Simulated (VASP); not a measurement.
# Mo (Im-3m) in VASP: further runs

The runs below take Mo through relaxation of cell and atoms, electrostatic potential, with r2SCAN+rVV10.

All numbers are computed with VASP 6.6.1; they aren't measurements. Logs are shortened: lines on timing, memory, paths and dates and some standing lists are left out, and cuts for length are marked.

## Step 1: Starting point

It takes space group Im-3m (No. 229, cubic). Conventional cell: a = 3.130 Å, b = 3.130 Å, c = 3.130 Å, α = 90.00°, β = 90.00°, γ = 90.00°. Around Mo (site symmetry m-3m) lie 8 Mo at 2.71 Å.

The cell was built by a generator and needn't be a form met in nature.

## Step 2: Relaxation of cell and atoms, r2SCAN+rVV10

Contents of INCAR:

```
SYSTEM = Mo
ALGO     = Normal         ! electronic algorithm
BPARAM   = 11.95        
CPARAM   = 0.0093       
EDIFF    = 1E-7           ! SCF threshold, eV
EDIFFG   = -0.005         ! ionic threshold
ENCUT    = 600            ! plane-wave cutoff, eV
IBRION   = 2              ! ionic algorithm
ISIF     = 3              ! what is computed and relaxed
ISMEAR   = 1              ! smearing method
IVDW_NL  = 2            
LASPH    = .TRUE.         ! aspherical terms in the spheres
LCHARG   = .FALSE.        ! write CHGCAR
LMIXTAU  = .TRUE.       
LREAL    = .FALSE.        ! projectors in reciprocal space
LUSE_VDW = .TRUE.       
LWAVE    = .FALSE.        ! write WAVECAR
METAGGA  = R2SCAN         ! meta-GGA
NELM     = 120            ! most SCF steps
NSW      = 60             ! ionic steps
PREC     = Accurate       ! precision mode
SIGMA    = 0.1            ! smearing width, eV
```

Contents of KPOINTS:

```
k-points
0
G
  18 18 18
  0 0 0
```

Contents of POSCAR:

```
Mo
1.0
   -1.5650000000      1.5650000000      1.5650000000
    1.5650000000     -1.5650000000      1.5650000000
    1.5650000000      1.5650000000     -1.5650000000
Mo
1
Direct
    0.0000000000      0.0000000000      0.0000000000
```

Potentials or basis: VASP PAW PBE potentials, release 64 (Mo_sv).

Launch:

```console
> cat potpaw_PBE.64/Mo_sv/POTCAR > POTCAR
> mpirun -np 1 vasp_std > vasp.out
```

OUTCAR:

```text
SYSTEM = Mo
   BPARAM = 11.95
   EDIFF = 1E-7
   EDIFFG = -0.005
   ENCUT = 600
   IBRION = 2
   ISIF = 3
   ISMEAR = 1
   IVDW_NL = 2
   LASPH = .TRUE.
   LREAL = .FALSE.
   METAGGA = R2SCAN
   NELM = 120
   NSW = 60
   PREC = Accurate

 ion  position               nearest neighbor table
   1  0.000  0.000  0.000-

  LATTYP: Found a body centered cubic cell.
 ALAT       =     3.1300000000

  Lattice vectors:

 A1 = (  -1.5650000000,   1.5650000000,   1.5650000000)
 A2 = (   1.5650000000,  -1.5650000000,   1.5650000000)
 A3 = (   1.5650000000,   1.5650000000,  -1.5650000000)

Analysis of symmetry for initial positions (statically):
=====================================================================
 Subroutine PRICEL returns:
 Original cell was already a primitive cell.

 Routine SETGRP: Setting up the symmetry group for a
 body centered cubic supercell.

 Subroutine GETGRP returns: Found 48 space group operations
 (whereof 48 operations were pure point group operations)
 out of a pool of 48 trial point group operations.

The static configuration has the point symmetry O_h .

Analysis of symmetry for dynamics (positions and initial velocities):
=====================================================================
 Subroutine PRICEL returns:
 Original cell was already a primitive cell.

 Routine SETGRP: Setting up the symmetry group for a
 body centered cubic supercell.

 Subroutine GETGRP returns: Found 48 space group operations
 (whereof 48 operations were pure point group operations)
 out of a pool of 48 trial point group operations.

The dynamic configuration has the point symmetry O_h .

 Subroutine INISYM returns: Found 48 space group operations
 (whereof 48 operations are pure point group operations),
 and found     1 'primitive' translations

----------------------------------------------------------------------------------------

                                     Primitive cell

  volume of cell :      15.3321

  direct lattice vectors                    reciprocal lattice vectors
    -1.565000000  1.565000000  1.565000000     0.000000000  0.319488818  0.319488818
     1.565000000 -1.565000000  1.565000000     0.319488818  0.000000000  0.319488818
     1.565000000  1.565000000 -1.565000000     0.319488818  0.319488818  0.000000000

  length of vectors
     2.710659514  2.710659514  2.710659514     0.451825419  0.451825419  0.451825419
[... 101 lines left out ...]
  Fermi-wavevector in a.u.,A,eV,Ry     =   1.588241  3.001341 34.320841  2.522511
  Thomas-Fermi vector in A             =   2.687275
   LORBIT       =      0    0 simple, 1 ext, 2 COOP (PROOUT), +10 PAW based schemes
   METAGGA = R2SCAN    functional components
   LHFCALC =     F    Hartree Fock is set to
   AEXX    =    0.0000 exact exchange contribution
   IVDW_NL    =     2    kernel type
   BPARAM     =11.9500
   IVDW    =     0    specifies the selected vdW correction
   LEPSILON=     F    determine dielectric tensor
   LRPA    =     F    only Hartree local field effects (RPA)
 conjugate gradient relaxation of ions
 non-spin polarized calculation
 Methfessel and Paxton  Order N= 1 SIGMA  =   0.10
  energy-cutoff  :      600.00
  volume of cell :       15.33
 maximum number of plane-waves:       531
 NGX is ok and might be reduce to    24

--------------------------------------- Ionic step        1  -------------------------------------------

 number of electron      14.0000000 magnetization

 Free energy of the ion-electron system (eV)
  ---------------------------------------------------
  ext. energy  EPLUGINS =         0.00000000
  ---------------------------------------------------
  free energy    TOTEN  =       -25.84687482 eV

  energy without entropy =      -25.84673457  energy(sigma->0) =      -25.84682807

------------------------ aborting loop because EDIFF is reached ----------------------------------------

  FORCE on cell =-STRESS in cart. coord.  units (eV):
  Direction    XX          YY          ZZ          XY          YZ          ZX
  --------------------------------------------------------------------------------------
  -------------------------------------------------------------------------------------
  Total        0.4788445      0.4788445      0.4788445      0.0000000     -0.0000000      0.0000000
  in kB       50.0382498     50.0382498     50.0382498      0.0000000     -0.0000000      0.0000000
  external PRESSURE =      50.0382498 kB  Pullay stress =       0.0000000 kB
[... 92 lines left out ...]
--------------------------------------- Ionic step        4  -------------------------------------------

 number of electron      14.0000002 magnetization

 Free energy of the ion-electron system (eV)
  ---------------------------------------------------
  ext. energy  EPLUGINS =         0.00000000
  ---------------------------------------------------
  free energy    TOTEN  =       -25.85106159 eV

  energy without entropy =      -25.85078565  energy(sigma->0) =      -25.85096961

 E-fermi :  12.5718     XC(G=0): -14.6695

 val. band max:       12.5480448532   @ k =  -0.2222   0.2222   0.1111
 cond. band min:      12.5758872563   @ k =  -0.3889   0.4444   0.2778
 fundamental gap:      0.0278424032
 Fermi energy:        12.5717665201

 k-point     1 :       0.0000    0.0000    0.0000
  band No.  band energies     occupation
      1     -50.6426      2.00000
      2     -23.1098      2.00000
      3     -23.1098      2.00000
      4     -23.1098      2.00000
      5       4.8825      2.00000
      6      11.1447      2.00000
      7      11.1447      2.00000
      8      11.1447      2.00000
      9      14.4869     -0.00000
     10      14.4869     -0.00000
     11      28.0510      0.00000
[... 309 lines left out ...]
 k-point    24 :       0.3889    0.1111    0.0000
  band No.  band energies     occupation
      1     -50.3471      2.00000
      2     -24.5324      2.00000
      3     -23.6324      2.00000
      4     -23.1881      2.00000
      5       7.3873      2.00000
      6       9.1390      2.00000
      7      12.5373      1.54650
      8      14.3186     -0.00000
      9      15.5163      0.00000
     10      18.1894      0.00000
     11      24.9120      0.00000

 [... further k-points ...]

------------------------ aborting loop because EDIFF is reached ----------------------------------------

  FORCE on cell =-STRESS in cart. coord.  units (eV):
  Direction    XX          YY          ZZ          XY          YZ          ZX
  --------------------------------------------------------------------------------------
  -------------------------------------------------------------------------------------
  Total        0.0003765      0.0003765      0.0003765      0.0000000     -0.0000000      0.0000000
  in kB        0.0386554      0.0386554      0.0386554      0.0000000     -0.0000000      0.0000000
  external PRESSURE =       0.0386554 kB  Pullay stress =       0.0000000 kB
[... 16 lines left out ...]
  FREE ENERGIE OF THE ION-ELECTRON SYSTEM (eV)
  ---------------------------------------------------
  free  energy   TOTEN  =       -25.8510615860 eV

  energy  without entropy=      -25.8507856527  energy(sigma->0) =      -25.85096961

 reached required accuracy - stopping structural energy minimisation
```

Wall time 4.9 min (1 thread of Intel Xeon Platinum 8488C (Sapphire Rapids), shared host); peak memory 0.25 GiB.

Results:

| Item | Value |
| --- | --- |
| Free energy | -25.8511 eV |
| Relaxed volume | 15.60 Å³/atom |
| Relaxed cell | a = 2.727 Å, b = 2.727 Å, c = 2.727 Å, α = 109.47°, β = 109.47°, γ = 109.47° |
| Space group after relaxing (to 0.05 Å) | Im-3m (No. 229) |
| Energy gained by relaxing | 4.2 meV/atom |
| Ionic steps | 4 |
| Pressure after relaxing | 0.0 GPa |
| Band gap on the k mesh | none (metal or under the smearing width) |

Step by step:
```tsv
step	energy change (eV)	largest force (eV/Å)	pressure (GPa)	volume (Å³)
1	0.0000	0.0000	5.00	15.33
2	0.0292	0.0000	-12.60	16.42
3	-0.0042	0.0000	-0.09	15.61
4	-0.0042	0.0000	0.00	15.60
```

Final structure:
```
Mo
1.0
    -1.57422    1.57422    1.57422
     1.57422   -1.57422    1.57422
     1.57422    1.57422   -1.57422
Mo
1
Direct
  0.00000 0.00000 0.00000
```

Caveat: the PAW data sets were made with another functional, which shifts forces and pressure a little.

## Step 3: Electrostatic potential, r2SCAN+rVV10

This run uses another cell than the first one, of 15.60 Å³/atom, 1.018 times its volume.

Contents of INCAR:

```
ALGO = Normal
BPARAM = 11.95
CPARAM = 0.0093
EDIFF = 1E-7
ENCUT = 520
ISIF = 2
ISMEAR = 1
IVDW_NL = 2
LASPH = True
LCHARG = True
LMIXTAU = True
LREAL = False
LUSE_VDW = True
LVHAR = True
LWAVE = False
METAGGA = R2SCAN
NELM = 60
PREC = Accurate
SIGMA = 0.1
```

Contents of KPOINTS:

```
k-points
0
Gamma
  18 18 18
```

Contents of POSCAR:

```
Mo                                      
1.0
   -1.5742203475      1.5742203475      1.5742203475
    1.5742203475     -1.5742203475      1.5742203475
    1.5742203475      1.5742203475     -1.5742203475
  Mo            
     1
Direct
     0.0000000000000000    0.0000000000000000    0.0000000000000000
```

Potentials or basis: VASP PAW PBE potentials, release 64 (Mo_sv).

Launch:

```console
> cat potpaw_PBE.64/Mo_sv/POTCAR > POTCAR
> mpirun -np 1 vasp_std > vasp.out
```

OUTCAR:

```text
BPARAM = 11.95
   EDIFF = 1E-7
   ENCUT = 520
   ISIF = 2
   ISMEAR = 1
   IVDW_NL = 2
   LASPH = True
   LREAL = False
   METAGGA = R2SCAN
   NELM = 60
   PREC = Accurate

 ion  position               nearest neighbor table
   1  0.000  0.000  0.000-

  LATTYP: Found a body centered cubic cell.
 ALAT       =     3.1484406950

  Lattice vectors:

 A1 = (  -1.5742203475,   1.5742203475,   1.5742203475)
 A2 = (   1.5742203475,  -1.5742203475,   1.5742203475)
[... 518 lines left out ...]
     11      24.9124      0.00000

 [... further k-points ...]

------------------------ aborting loop because EDIFF is reached ----------------------------------------

  FORCE on cell =-STRESS in cart. coord.  units (eV):
  Direction    XX          YY          ZZ          XY          YZ          ZX
  --------------------------------------------------------------------------------------
  -------------------------------------------------------------------------------------
  Total        0.0041158      0.0041158      0.0041158      0.0000000     -0.0000000      0.0000000
  in kB        0.4225754      0.4225754      0.4225754      0.0000000     -0.0000000      0.0000000
  external PRESSURE =       0.4225754 kB  Pullay stress =       0.0000000 kB

 VOLUME and BASIS-vectors are now :
 -----------------------------------------------------------------------------
  energy-cutoff  :      520.00
  volume of cell :       15.60
      direct lattice vectors                 reciprocal lattice vectors
    -1.574220348  1.574220348  1.574220348     0.000000000  0.317617544  0.317617544
     1.574220348 -1.574220348  1.574220348     0.317617544  0.000000000  0.317617544
     1.574220348  1.574220348 -1.574220348     0.317617544  0.317617544  0.000000000

 POSITION                                       TOTAL-FORCE (eV/Angst)
 -----------------------------------------------------------------------------------
      0.00000      0.00000      0.00000        -0.000000      0.000000     -0.000000
 -----------------------------------------------------------------------------------
    total drift:                                0.000000     -0.000000      0.000000

  FREE ENERGIE OF THE ION-ELECTRON SYSTEM (eV)
  ---------------------------------------------------
  free  energy   TOTEN  =       -25.8529510847 eV

  energy  without entropy=      -25.8526753038  energy(sigma->0) =      -25.85285916
```

OSZICAR:

```text
N       E                     dE             d eps       ncg     rms          rms(c)
DAV:   1     0.736683441376E+02    0.73668E+02   -0.85139E+03  4325   0.134E+03
DAV:   2    -0.307497368663E+02   -0.10442E+03   -0.10114E+03  4665   0.352E+02
DAV:   3    -0.322009075120E+02   -0.14512E+01   -0.14340E+01  4954   0.413E+01
[... 11 lines left out ...]
DAV:  15    -0.258529507269E+02   -0.73127E-05   -0.11620E-06  4823   0.156E-02    0.202E-03
DAV:  16    -0.258529505148E+02    0.21204E-06   -0.40551E-07  4587   0.740E-03    0.423E-04
DAV:  17    -0.258529511265E+02   -0.61172E-06   -0.35651E-08  2343   0.206E-03    0.272E-04
DAV:  18    -0.258529510251E+02    0.10145E-06   -0.25054E-09  2232   0.629E-04    0.132E-04
DAV:  19    -0.258529510847E+02   -0.59581E-07   -0.20556E-09  2211   0.577E-04
   1 F= -.25852951E+02 E0= -.25852859E+02  d E =-.275781E-03
```

Wall time 93 s (1 thread of Intel Xeon Platinum 8488C (Sapphire Rapids), shared host); peak memory 0.21 GiB.

What came out:

```
Free energy            : -25.8530 eV
Pressure               : 0.0 GPa
Band gap on the k mesh : none (metal or under the smearing width)
```

Levels at points of the mesh, in eV from the Fermi level:
```csv
k point,band 3,band 4,band 5,band 6,band 7,band 8,band 9,band 10,band 11
"(0.00, 0.00, 0.00)",-35.68,-35.68,-7.69,-1.43,-1.43,-1.43,1.91,1.91,15.48
"(0.50, 0.00, 0.00)",-36.16,-35.69,-5.62,-3.60,1.57,1.89,2.60,4.95,12.27
"(0.50, 0.50, 0.50)",-36.72,-36.72,-5.67,-5.67,4.16,4.16,4.16,9.47,9.47
```

Caveat: the PAW data sets were made with another functional, which shifts forces and pressure a little.
